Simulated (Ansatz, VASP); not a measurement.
## Cl: VASP beside Ansatz

```
Cl
1.0
     3.07462    0.00000    0.00000
     1.02532    2.89863    0.00000
     1.02532    0.72489    2.80652
Cl
1
Direct
  0.00000 0.00000 0.00000
```

Alike in both runs: task single point; functional PBEsol; k mesh 12 × 12 × 12; occupations fermi-dirac, width 0.0276 eV; no spin polarisation.

|  | VASP | Ansatz |
| --- | --- | --- |
| version | VASP 6.6.1 | Ansatz 0.2.0 |
| potentials or method | VASP PAW PBE potentials, release 64 (Cl) | PAW plane waves |
| plane-wave cutoff (eV) | 520 | 420 |
| valence electrons in the cell | 7 | 7 |

|  | VASP | Ansatz | Ansatz less VASP |
| --- | --- | --- | --- |
| pressure (GPa) | -5.9 | -5.9 | +0.06 |
| largest component of the traceless stress (GPa) | 3.12 | 3.12 | +0.002 |

With one functional, cell and mesh, what is left measures potentials, basis and numerics. Ansatz warned: «structure_snapped_to_symmetry».

Caveats: the PAW data sets were made with another functional, which shifts forces and pressure a little (VASP); an odd number of electrons without spin polarisation forces a metal; a magnetic or distorted state may lie lower.
